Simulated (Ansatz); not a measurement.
All numbers below come from Ansatz, DFT PBE, scalar-relativistic, plane waves, PAW. Settings: cutoff 420 eV, Γ-centred meshes spaced at most about 0.3 Å⁻¹ (2π included), Gaussian smearing. No spin polarisation.

Formation energies are uncorrected and refer to the elements' standard structures at the same level (Cl₂ as a molecule).

These are static total energies at zero pressure. Kohn–Sham gaps at this level usually fall short of measured ones.

The competitors are the elements and 1 reference phase of this chemical system (from databases or known types: NaCl), relaxed at the same level; other known phases may be missing.

Task: Suggest a crystal containing Na and Cl that lies within 0.1 eV/atom of the hull of database phases or under it, with a gap near 4.9 eV.

Result: NaCl, space group F-43m (No. 216), at -1.780 eV/atom against the elements, with a gap of 4.85 eV on its mesh. Na is surrounded by 4 Cl at 2.71 Å; around Cl lie 4 Na at 2.71 Å.

```
Na Cl
1.0
     0.00000    3.12573    3.12573
     3.12573    0.00000    3.12573
     3.12573    3.12573    0.00000
Na Cl
1 1
Direct
  0.25000 0.25000 0.25000
  0.50000 0.50000 0.50000
```

The lowest competing phase:

```tsv
phase	space group	source	share of atoms	ΔE_f (eV/atom)
NaCl	Fm-3m (No. 225)	COD	1.0000	-1.848
```

The candidate lies 68 meV/atom above it (67 meV/atom from unrounded values). The candidate matches no cell in the subsets of the Crystallography Open Database and the Materials Project at hand. It is metastable at best. Checks: no imaginary mode on a 4×4×4 q mesh. It has the zinc blende type. The answer needn't be unique; the calculation gave this one.
